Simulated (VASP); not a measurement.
Input of a VASP 6.6.1 run:

INCAR

```
ALGO = Fast
EDIFF = 1E-4
EDIFFG = -0.08
ENCUT = 520
GGA = PE
IBRION = 2
ISIF = 3
ISMEAR = 0
KPAR = 4
LASPH = True
LCHARG = False
LREAL = False
LWAVE = False
NELM = 60
NSW = 24
PREC = Normal
SIGMA = 0.15
```

The input KPOINTS:

```
k-points
0
Gamma
  4 4 4
```

Contents of POSCAR:

```
GeSb2Te4
1.0
    2.1200000000      1.2239825700     13.3333333300
   -2.1200000000      1.2239825700     13.3333333300
    0.0000000000     -2.4479651400     13.3333333300
Ge Sb Te
1 2 4
Direct
    0.4270000000      0.4270000000      0.4270000000
    0.5730000000      0.5730000000      0.5730000000
    0.0000000000      0.0000000000      0.0000000000
    0.8640000000      0.8640000000      0.8640000000
    0.1360000000      0.1360000000      0.1360000000
    0.2900000000      0.2900000000      0.2900000000
    0.7100000000      0.7100000000      0.7100000000
```

Potentials or basis: VASP PAW PBE potentials, release 64 (Ge_d, Sb, Te).

Launch:

```sh
$ cat potpaw_PBE.64/Ge_d/POTCAR potpaw_PBE.64/Sb/POTCAR potpaw_PBE.64/Te/POTCAR > POTCAR
$ mpirun -np 4 vasp_std > vasp.out
```

Q: Predict the relaxed volume.

A: 31.89 Å³/atom.

Q: Estimate the band gap on the k mesh.

A: 0.42 eV, indirect (least direct gap 0.46 eV).

Q: What does it give for the space group after relaxing (to 0.05 Å)?

A: R3m (No. 160).

Forces in eV/Å, atoms in the order of the input:
```
Ge   0.000  0.000 -0.066
Sb   0.000  0.000  0.056
Sb   0.000  0.000  0.034
Te   0.000  0.000  0.025
Te   0.000  0.000 -0.028
Te   0.000  0.000 -0.026
Te   0.000  0.000  0.005
```

Caveat: the k mesh is coarse (spacing up to 0.43 Å⁻¹), so the values aren't converged; spin-orbit coupling is left out, which moves the levels of the heavy elements; the relaxation stopped at a loose force limit of 0.08 eV/Å, so its end isn't a converged minimum. A k mesh can miss the band edges.
